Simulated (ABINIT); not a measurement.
# HgTe (Fm-3m) in ABINIT: a series of runs

The runs below take HgTe through equation of state, with BLYP, AM05.

Everything below comes from runs of ABINIT 10.8.3 (patched build). Logs are shortened: lines on timing, memory, paths and dates and some standing lists are left out, and cuts for length are marked. The log counts tension as positive stress, the text compression.

### 1 The crystal as given

Symmetry: Fm-3m, No. 225, cubic system. The conventional cell has a = 6.360 Å, b = 6.360 Å, c = 6.360 Å, α = 90.00°, β = 90.00°, γ = 90.00°. Hg (site symmetry m-3m) is surrounded by 6 Te at 3.18 Å. Te (site symmetry m-3m) is surrounded by 6 Hg at 3.18 Å.

Measurements of this composition are mostly on another form, of space group No. 216.

### 2 Equation of state, BLYP

Contents of run.abi:

```
ndtset 7
getwfk -1
scalecart1 3*0.9795861087
scalecart2 3*0.9864848297
scalecart3 3*0.9932883884
scalecart4 3*1.0000000000
scalecart5 3*1.0066227096
scalecart6 3*1.0131594038
scalecart7 3*1.0196128224

pp_dirpath "./"
pseudos "Hg.GGA_PBE-JTH.xml, Te.GGA_PBE-JTH.xml"

acell 3*1.0 Angstrom
rprim
     0.0000000000     3.1800000000     3.1800000000
     3.1800000000     0.0000000000     3.1800000000
     3.1800000000     3.1800000000     0.0000000000
ntypat 2
znucl 80 52
natom 2
typat 1 2
xred
     0.0000000000     0.0000000000     0.0000000000
     0.5000000000     0.5000000000     0.5000000000

ecut 23.0
pawecutdg 45.0
pawxcdev 0

kptopt 1
ngkpt 7 7 7
nshiftk 1
shiftk 0.0 0.0 0.0

ixc -106131

nband 13
occopt 3
tsmear 0.05 eV

nstep 100
tolvrs 1.0e-9

iomode 3
prtwf 1
prtden 0
prteig 0
prtebands 0
enunit 1
```

Potentials or basis: JTH PAW PBE v2.0.

Launch:

```sh
abinit run.abi > log 2>&1
```

run.abo:

```text
.Version 10.8.3 of ABINIT
 DATASET    1 : space group Fm -3 m (#225); Bravais cF (face-center cubic)
================================================================================
 Values of the parameters that define the memory need for DATASET  1.
     intxc =       0    ionmov =       0      iscf =      17    lmnmax =      18
     lnmax =       6     mgfft =      36  mpssoang =       3    mqgrid =    3001
     natom =       2  nloc_mem =       2    nspden =       1   nspinor =       1
    nsppol =       1      nsym =      48    n1xccc =       1    ntypat =       2
    occopt =       3   xclevel =       2
       mpw =        2168          nfft =       46656          nkpt =          20
 PAW method is used; the additional fine FFT grid is defined by:
   mgfftf=        54    nfftf =    157464
================================================================================
================================================================================
[... 71 lines left out ...]
 DATASET    7 : space group Fm -3 m (#225); Bravais cF (face-center cubic)
================================================================================
 Values of the parameters that define the memory need for DATASET  7.
     intxc =       0    ionmov =       0      iscf =      17    lmnmax =      18
     lnmax =       6     mgfft =      40  mpssoang =       3    mqgrid =    3001
     natom =       2  nloc_mem =       2    nspden =       1   nspinor =       1
    nsppol =       1      nsym =      48    n1xccc =       1    ntypat =       2
    occopt =       3   xclevel =       2
       mpw =        2445          nfft =       64000          nkpt =          20
 PAW method is used; the additional fine FFT grid is defined by:
   mgfftf=        54    nfftf =    157464
================================================================================
================================================================================

--------------------------------------------------------------------------------
------------- Echo of variables that govern the present computation ------------
--------------------------------------------------------------------------------
 -outvars: echo values of preprocessed input variables --------
            acell      1.8897261259E+00  1.8897261259E+00  1.8897261259E+00 Bohr
              amu      2.00590000E+02  1.27600000E+02
             ecut      2.30000000E+01 Hartree
           enunit           1
           getwfk          -1
              ixc     -106131
           jdtset        1    2    3    4    5    6    7
         kptrlatt        7    0    0      0    7    0      0    0    7
          kptrlen1     5.82749142E+01
          kptrlen2     5.86853145E+01
          kptrlen3     5.90900536E+01
          kptrlen4     5.94893228E+01
          kptrlen5     5.98833033E+01
          kptrlen6     6.02721668E+01
          kptrlen7     6.06560763E+01
            natom           2
            nband          13
           ndtset           7
            ngfft1         36      36      36
            ngfft2         40      40      40
            ngfft3         40      40      40
            ngfft4         40      40      40
            ngfft5         40      40      40
            ngfft6         40      40      40
            ngfft7         40      40      40
          ngfftdg          54      54      54
             nkpt          20
            nstep         100
             nsym          48
           ntypat           2
           occopt           3
        pawecutdg      4.50000000E+01 Hartree
         pawxcdev           0
           prtden           0
        prtebands           0
           prteig           0
            rprim1     0.0000000000E+00  3.1150838257E+00  3.1150838257E+00
                       3.1150838257E+00  0.0000000000E+00  3.1150838257E+00
                       3.1150838257E+00  3.1150838257E+00  0.0000000000E+00
            rprim2     0.0000000000E+00  3.1370217584E+00  3.1370217584E+00
                       3.1370217584E+00  0.0000000000E+00  3.1370217584E+00
                       3.1370217584E+00  3.1370217584E+00  0.0000000000E+00
            rprim3     0.0000000000E+00  3.1586570751E+00  3.1586570751E+00
                       3.1586570751E+00  0.0000000000E+00  3.1586570751E+00
                       3.1586570751E+00  3.1586570751E+00  0.0000000000E+00
            rprim4     0.0000000000E+00  3.1800000000E+00  3.1800000000E+00
                       3.1800000000E+00  0.0000000000E+00  3.1800000000E+00
                       3.1800000000E+00  3.1800000000E+00  0.0000000000E+00
            rprim5     0.0000000000E+00  3.2010602165E+00  3.2010602165E+00
                       3.2010602165E+00  0.0000000000E+00  3.2010602165E+00
                       3.2010602165E+00  3.2010602165E+00  0.0000000000E+00
            rprim6     0.0000000000E+00  3.2218469041E+00  3.2218469041E+00
                       3.2218469041E+00  0.0000000000E+00  3.2218469041E+00
                       3.2218469041E+00  3.2218469041E+00  0.0000000000E+00
            rprim7     0.0000000000E+00  3.2423687752E+00  3.2423687752E+00
                       3.2423687752E+00  0.0000000000E+00  3.2423687752E+00
                       3.2423687752E+00  3.2423687752E+00  0.0000000000E+00
          spgroup         225
           tolvrs      1.00000000E-09
           tsmear      1.83746611E-03 Hartree
            typat      1  2
           useylm           1
           xangst1     0.0000000000E+00  0.0000000000E+00  0.0000000000E+00
                       3.1150838257E+00  3.1150838257E+00  3.1150838257E+00
           xangst2     0.0000000000E+00  0.0000000000E+00  0.0000000000E+00
                       3.1370217584E+00  3.1370217584E+00  3.1370217584E+00
           xangst3     0.0000000000E+00  0.0000000000E+00  0.0000000000E+00
                       3.1586570751E+00  3.1586570751E+00  3.1586570751E+00
           xangst4     0.0000000000E+00  0.0000000000E+00  0.0000000000E+00
                       3.1800000000E+00  3.1800000000E+00  3.1800000000E+00
           xangst5     0.0000000000E+00  0.0000000000E+00  0.0000000000E+00
                       3.2010602165E+00  3.2010602165E+00  3.2010602165E+00
           xangst6     0.0000000000E+00  0.0000000000E+00  0.0000000000E+00
                       3.2218469041E+00  3.2218469041E+00  3.2218469041E+00
           xangst7     0.0000000000E+00  0.0000000000E+00  0.0000000000E+00
                       3.2423687752E+00  3.2423687752E+00  3.2423687752E+00
            xcart1     0.0000000000E+00  0.0000000000E+00  0.0000000000E+00
                       5.8866552898E+00  5.8866552898E+00  5.8866552898E+00
            xcart2     0.0000000000E+00  0.0000000000E+00  0.0000000000E+00
                       5.9281119745E+00  5.9281119745E+00  5.9281119745E+00
            xcart3     0.0000000000E+00  0.0000000000E+00  0.0000000000E+00
                       5.9689967976E+00  5.9689967976E+00  5.9689967976E+00
            xcart4     0.0000000000E+00  0.0000000000E+00  0.0000000000E+00
                       6.0093290804E+00  6.0093290804E+00  6.0093290804E+00
            xcart5     0.0000000000E+00  0.0000000000E+00  0.0000000000E+00
                       6.0491271218E+00  6.0491271218E+00  6.0491271218E+00
            xcart6     0.0000000000E+00  0.0000000000E+00  0.0000000000E+00
                       6.0884082683E+00  6.0884082683E+00  6.0884082683E+00
            xcart7     0.0000000000E+00  0.0000000000E+00  0.0000000000E+00
                       6.1271889844E+00  6.1271889844E+00  6.1271889844E+00
             xred      0.0000000000E+00  0.0000000000E+00  0.0000000000E+00
                       5.0000000000E-01  5.0000000000E-01  5.0000000000E-01
            znucl       80.00000   52.00000

================================================================================

 chkinp: Checking input parameters for consistency, jdtset=   1.

 chkinp: Checking input parameters for consistency, jdtset=   2.
[... 36 lines left out ...]
 getcut: wavevector=  0.0000  0.0000  0.0000  ngfft=  54  54  54
         ecut(hartree)=     45.000   => boxcut(ratio)=   2.14876

--- Pseudopotential description ------------------------------------------------
- pspini: atom type   1  psp file is ./Hg.GGA_PBE-JTH.xml
 Pseudopotential format is: paw10
 basis_size (lnmax)=  6 (lmn_size= 18), orbitals=   0   0   1   1   2   2
 Spheres core radius: rc_sph= 2.40020299
 Shapefunction is SIN type: shapef(r)=[sin(pi*r/rshp)/(pi*r/rshp)]**2
 Radius for shape functions =  2.25617906
 Compensation charge density is not taken into account in XC energy/potential

- pspini: atom type   2  psp file is ./Te.GGA_PBE-JTH.xml
 Pseudopotential format is: paw10
 basis_size (lnmax)=  4 (lmn_size=  8), orbitals=   0   0   1   1
 Spheres core radius: rc_sph= 2.31107438
 Shapefunction is SIN type: shapef(r)=[sin(pi*r/rshp)/(pi*r/rshp)]**2
 Radius for shape functions =  2.10488624
 Compensation charge density is not taken into account in XC energy/potential

   2.75286751E+03                                ecore*ucvol(ha*bohr**3)
--------------------------------------------------------------------------------

[... 174 lines left out ...]
 getcut: wavevector=  0.0000  0.0000  0.0000  ngfft=  40  40  40
         ecut(hartree)=     23.000   => boxcut(ratio)=   2.21004

 getcut : COMMENT -
  Note that boxcut > 2.2 ; recall that boxcut=Gcut(box)/Gcut(sphere) = 2
  is sufficient for exact treatment of convolution.
  Such a large boxcut is a waste : you could raise ecut
  e.g. ecut=   28.084516 Hartrees makes boxcut=2

 Fine grid specifications (used for densities):

 getcut: wavevector=  0.0000  0.0000  0.0000  ngfft=  54  54  54
         ecut(hartree)=     45.000   => boxcut(ratio)=   2.13373
--------------------------------------------------------------------------------
[... 1038 lines left out ...]
-Cartesian components of stress tensor (GPa)         [Pressure= -1.7630E+00 GPa]
- sigma(1 1)=  1.76298178E+00  sigma(3 2)=  0.00000000E+00
- sigma(2 2)=  1.76298178E+00  sigma(3 1)=  0.00000000E+00
- sigma(3 3)=  1.76298178E+00  sigma(2 1)=  0.00000000E+00

== END DATASET(S) ==============================================================
================================================================================

 -outvars: echo values of variables after computation  --------
            acell      1.8897261259E+00  1.8897261259E+00  1.8897261259E+00 Bohr
           etotal1    -5.0433716409E+01
           etotal2    -5.0434238447E+01
           etotal3    -5.0434510148E+01
           etotal4    -5.0434565016E+01
           etotal5    -5.0434430635E+01
           etotal6    -5.0434131307E+01
           etotal7    -5.0433686561E+01
            fcart1    -0.0000000000E+00 -0.0000000000E+00 -0.0000000000E+00
                      -0.0000000000E+00 -0.0000000000E+00 -0.0000000000E+00
            fcart2    -0.0000000000E+00 -0.0000000000E+00 -0.0000000000E+00
                      -0.0000000000E+00 -0.0000000000E+00 -0.0000000000E+00
            fcart3    -0.0000000000E+00 -0.0000000000E+00 -0.0000000000E+00
                      -0.0000000000E+00 -0.0000000000E+00 -0.0000000000E+00
            fcart4    -0.0000000000E+00 -0.0000000000E+00 -0.0000000000E+00
                      -0.0000000000E+00 -0.0000000000E+00 -0.0000000000E+00
            fcart5    -0.0000000000E+00 -0.0000000000E+00 -0.0000000000E+00
                      -0.0000000000E+00 -0.0000000000E+00 -0.0000000000E+00
[... 38 lines left out ...]
                       0.0000000000E+00  0.0000000000E+00  0.0000000000E+00
           xangst1     0.0000000000E+00  0.0000000000E+00  0.0000000000E+00
                       3.1150838257E+00  3.1150838257E+00  3.1150838257E+00
           xangst2     0.0000000000E+00  0.0000000000E+00  0.0000000000E+00
                       3.1370217584E+00  3.1370217584E+00  3.1370217584E+00
           xangst3     0.0000000000E+00  0.0000000000E+00  0.0000000000E+00
                       3.1586570751E+00  3.1586570751E+00  3.1586570751E+00
           xangst4     0.0000000000E+00  0.0000000000E+00  0.0000000000E+00
                       3.1800000000E+00  3.1800000000E+00  3.1800000000E+00
           xangst5     0.0000000000E+00  0.0000000000E+00  0.0000000000E+00
                       3.2010602165E+00  3.2010602165E+00  3.2010602165E+00
           xangst6     0.0000000000E+00  0.0000000000E+00  0.0000000000E+00
                       3.2218469041E+00  3.2218469041E+00  3.2218469041E+00
           xangst7     0.0000000000E+00  0.0000000000E+00  0.0000000000E+00
                       3.2423687752E+00  3.2423687752E+00  3.2423687752E+00
             xred      0.0000000000E+00  0.0000000000E+00  0.0000000000E+00
                       5.0000000000E-01  5.0000000000E-01  5.0000000000E-01
 Calculation completed.
```

Wall time 2.8 min (1 thread of Arm Neoverse V2, shared host); peak memory 0.18 GiB.

What came out:

```
Equilibrium volume                      : 32.01 Å³/atom
Bulk modulus                            : 33 GPa
Pressure derivative of the bulk modulus : 5.8
```

Energy against volume, from the lowest point:
| volume (Å³/atom) | energy (meV/atom) |
| --- | --- |
| 30.228 | 11.55 |
| 30.871 | 4.44 |
| 31.514 | 0.75 |
| 32.157 | 0.00 |
| 32.801 | 1.83 |
| 33.444 | 5.90 |
| 34.087 | 11.95 |

Caveat: pressures at fixed basis lie under the slope of the energies; the PAW data sets were made with another functional, which shifts forces and pressure a little. Spin-orbit coupling is left out, which matters for the levels of Hg, Te.

### 3 Equation of state, AM05

Edit run.abi of step 2 so:

```diff
@@ -35,3 +35,3 @@
 
-ixc -106131
+ixc -120135
```

Potentials or basis: JTH PAW PBE v2.0.

Launch:

```sh
abinit run.abi > log 2>&1
```

It took 3 min on 1 thread of Arm Neoverse V2, shared host; peak memory 0.18 GiB.

Results (log left out):

```yaml
Equilibrium_volume: "27.30 Å³/atom (rough: see the caveat)"
Bulk_modulus: 57 GPa (rough)
```

Energy against volume, from the lowest point:
```csv
volume (Å³/atom),energy (meV/atom)
30.228,0.00
30.871,18.64
31.514,39.46
32.157,62.06
32.801,86.14
33.444,111.44
34.087,137.75
```

Caveat: pressures at fixed basis lie under the slope of the energies; the minimum lies outside the volumes run; the PAW data sets were made with another functional, which shifts forces and pressure a little.
